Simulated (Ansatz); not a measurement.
KCl (Sylvite): Born charges and dielectric tensor with LDA

**What was measured.**

From a printed reference work, textbook, for a bulk crystal of KCl at 80 K: high-frequency dielectric constant 2.19.

The system is KCl (Sylvite).

```
K Cl
1.0
     0.00000    3.14647    3.14647
     3.14647    0.00000    3.14647
     3.14647    3.14647    0.00000
K Cl
1 1
Direct
  0.00000 0.00000 0.00000
  0.50000 0.50000 0.50000
```

| Property | Result |
| --- | --- |
| Program | Ansatz 0.2.0 |
| Task | Born charges and dielectric tensor |
| Functional | LDA |
| Potentials or basis | Ansatz PAW |
| Cutoff | 420 eV (not typed: the program's choice for these potentials) |
| k mesh | 7 × 7 × 7 |
| Occupations | fixed |
| Spin | no spin polarisation |

```yaml
Band_gap_on_the_k_mesh: 4.74 eV, direct
Electronic_dielectric_tensor_diagonal: 2.40
Born_charges_mean_of_the_diagonal: K +1.12; Cl -1.12 e
```

Levels at points of the mesh, in eV from the valence-band top:
| k point | band 6 | band 7 | band 8 | band 9 | band 10 | band 11 |
| --- | --- | --- | --- | --- | --- | --- |
| (0.00, 0.00, 0.00) | 0.00 | 0.00 | 0.00 | 4.74 | 8.08 | 8.08 |

Electronic dielectric tensor:
```
2.40 0.00 0.00
0.00 2.40 0.00
0.00 0.00 2.40
```

Born effective charge tensors (e):
atom 1, K
```
1.12 0.00 0.00
0.00 1.12 0.00
0.00 0.00 1.12
```
atom 2, Cl
```
-1.12  0.00  0.00
 0.00 -1.12  0.00
 0.00  0.00 -1.12
```

Wall time 6.4 s on 1 thread of Arm Neoverse V2, on a shared host, peak memory 0.34 GiB.

The gap isn't set beside the measured one, since this odd mesh misses points on the zone boundary. A measured high-frequency dielectric constant of KCl is 2.19 (80 K; a printed reference work, textbook); the calculated 2.40 misses it by +9.4 %.

Caveat: odd divisions of the mesh miss points on the zone boundary, where band edges often lie, so the gap on the mesh can be too wide.
